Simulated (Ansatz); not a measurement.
Write the native input for Ansatz 0.2.0 that does the following.

- Task: band structure
- Functional: PBE
- Potentials or basis: Ansatz PAW earlier set
- Cutoff: 910 eV
- Density cutoff: 3640 eV
- k mesh: 6 × 6 × 5
- Occupations: fermi-dirac, width 0.05 eV
- Spin: no spin polarisation
- Path: [["G", "M", "K", "G", "A", "L", "H", "A"], ["L", "M"], ["K", "H"]]
- Points for each segment of the path: 10

TiO2:

```
Ti O
1.0
     5.58222    0.00000    0.00000
    -2.79111    4.83435    0.00000
     0.00000    0.00000    6.08247
Ti O
3 6
Direct
  0.46694 0.00000 0.33333
  0.00000 0.46694 0.66667
  0.53306 0.53306 0.00000
  0.58107 0.85143 0.12066
  0.72963 0.14857 0.54600
  0.27037 0.41893 0.78733
  0.85143 0.58107 0.87934
  0.14857 0.72963 0.45400
  0.41893 0.27037 0.21267
```

Measurements of this composition are mostly on another form, of space group No. 141.

One way to write it, as run:

input.yaml

```yaml
crystal:
  lattice:
    - [5.5822227355, 0.0, 0.0]
    - [-2.7911113678, 4.8343466985, 0.0]
    - [0.0, 0.0, 6.08246788]
  atoms:
    - { symbol: Ti, position: [0.46693675, 0.0, 0.3333333333] }
    - { symbol: Ti, position: [0.0, 0.46693675, 0.6666666667] }
    - { symbol: Ti, position: [0.53306325, 0.53306325, 0.0] }
    - { symbol: O, position: [0.58106572, 0.85143318, 0.1206639333] }
    - { symbol: O, position: [0.72963254, 0.14856682, 0.5460027333] }
    - { symbol: O, position: [0.27036746, 0.41893428, 0.7873306] }
    - { symbol: O, position: [0.85143318, 0.58106572, 0.8793360667] }
    - { symbol: O, position: [0.14856682, 0.72963254, 0.4539972667] }
    - { symbol: O, position: [0.41893428, 0.27036746, 0.2126694] }
hamiltonian:
  xc: pbe
  pseudopotentials: { kind: paw, level: accurate }
kpoints:
  mp_grid: { grid: [6, 6, 5] }
  band_path:
    path:
      - [[0.0, 0.0, 0.0], [0.5, 0.0, 0.0], [0.3333333333, 0.3333333333, 0.0], [0.0, 0.0, 0.0], [0.0, 0.0, 0.5], [0.5, 0.0, 0.5], [0.3333333333, 0.3333333333, 0.5], [0.0, 0.0, 0.5]]
      - [[0.5, 0.0, 0.5], [0.5, 0.0, 0.0]]
      - [[0.3333333333, 0.3333333333, 0.0], [0.3333333333, 0.3333333333, 0.5]]
    npoints: 10
scf:
  occupations: { method: fermi_dirac, width: 0.05 }
  n_extra_bands: 22
output:
  forces: true
  stress: true
  eigenvalues: true
  fatbands: false
```

Potentials or basis: Ansatz PAW earlier set.

The run is started by

```bash
$ ansatz run input.yaml --threads 4 --pin off --max-ram 11264MiB --backend cpu --events-out ev --progress --plain --runs-dir out
```

Results of the run:

```json
{
  "Pressure": "1.4 GPa",
  "Largest force": "0.048 eV/Å",
  "Band gap on the k mesh": "3.63 eV, indirect (least direct gap 3.64 eV)",
  "Band gap along the path": "3.57 eV, direct"
}
```

Caveat: the k mesh misses the band edges, so the gap on the mesh is wider than the one along the path.

Wall time 99 s on 4 threads of Arm Neoverse N1, on a shared host, peak memory 1.9 GiB.
